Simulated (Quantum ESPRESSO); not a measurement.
Crystal: KTaO3.

```
Ta K O
1.0
     3.98830    0.00000    0.00000
     0.00000    3.98830    0.00000
     0.00000    0.00000    3.98830
Ta K O
1 1 3
Direct
  0.00000 0.00000 0.00000
  0.50000 0.50000 0.50000
  0.00000 0.00000 0.50000
  0.00000 0.50000 0.00000
  0.50000 0.00000 0.00000
```

```yaml
Program: Quantum ESPRESSO 7.5
Task: phonons
Functional: PBE
Potentials_or_basis: GBRV 1.5 PBE
Cutoff: 762 eV
Density_cutoff: 6095 eV
k_mesh: 4 × 4 × 4, shifted
Occupations: fermi-dirac, width 0.05 eV
Spin: no spin polarisation
Mixing_beta: 0.5
Most_SCF_iterations: 120
SCF_threshold: 1e-09 Ry
```

The cell and the atoms were relaxed first, to 13.05 Å³/atom (a = 4.026 Å, b = 4.026 Å, c = 4.026 Å, α = 90.00°, β = 90.00°, γ = 90.00°), and the response was taken there.

The first run showed a gap, so the response started from a second, tighter run with fixed occupations.

What is the highest optical frequency at the zone centre, leaving out the macroscopic field of polar modes?

512 cm⁻¹, a mode of symmetry T1u (IR).

Optical modes at Γ, degenerate ones joined, polar ones without the macroscopic field:
```csv
cm⁻¹,components,symmetry,active in,"IR intensity, summed ((D/Å)²/amu)"
99,3,T1u,IR,143.27
180,3,T1u,IR,26.00
279,3,T2u,silent,0.00
512,3,T1u,IR,55.06
```
